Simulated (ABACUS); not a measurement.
## CoO: single point with PBE

CoO:

```
Co O
1.0
     3.19765    0.00000    0.00000
    -1.59882    2.76924    0.00000
     0.00000    0.00000    5.22871
Co O
2 2
Direct
  0.33601 0.67748 0.49595
  0.01168 0.00692 0.00128
  0.34259 0.66310 0.86246
  0.98410 0.97670 0.37058
```

The cell comes from a database or a generator and needn't be the stable form of this composition.

The cell isn't the ideal one: atoms moved at random, drawn with an rms of 0.05 Å.

```json
{
  "Program": "ABACUS 3.10.1",
  "Task": "single point",
  "Functional": "PBE",
  "Potentials or basis": "PseudoDojo NC SR 0.4.1 PBE standard",
  "Cutoff": "1361 eV",
  "Density cutoff": "5442 eV",
  "Basis": "DZP LCAO (the cutoffs set its grid)",
  "k mesh": "10 × 10 × 5",
  "Occupations": "fermi-dirac, width 0.05 eV",
  "Spin": "collinear spin, ferromagnetic start",
  "Starting moments": "[2.0, 2.0, 0.0, 0.0] μB"
}
```

```yaml
Pressure: 2.0 GPa
Largest_force: 0.549 eV/Å
Band_gap_on_the_k_mesh: none (metal or under the smearing width)
Net_moment: 5.92 μB per cell
Absolute_moment: 5.93 μB per cell
Site_moments: Co +2.61; O +0.36, +0.35 μB
Mulliken_charges: Co +0.35, +0.37; O -0.37, -0.36 e
```

Forces in eV/Å, atoms in the order of the input:
```
Co  -0.070 -0.487 -0.181
Co   0.050 -0.132 -0.362
O   -0.053  0.110  0.535
O    0.073  0.509  0.008
```

Stress tensor (GPa, compression positive):
```
 2.58  0.56  0.00
 0.56 -0.91 -1.53
 0.00 -1.53  4.27
```

Wall time 70 s on 4 MPI ranks on AMD EPYC 7B13 (Zen 3), with other jobs on the host, peak memory 0.8 GiB a rank.

Caveat: the atomic orbitals were generated for these runs and aren't a published set; Mulliken charges move with the basis; the basis of atomic orbitals isn't converged, which shifts pressures, moduli and gaps; semilocal functionals often make such compounds metallic where correlation or magnetic order opens a gap, which also shifts bond lengths.
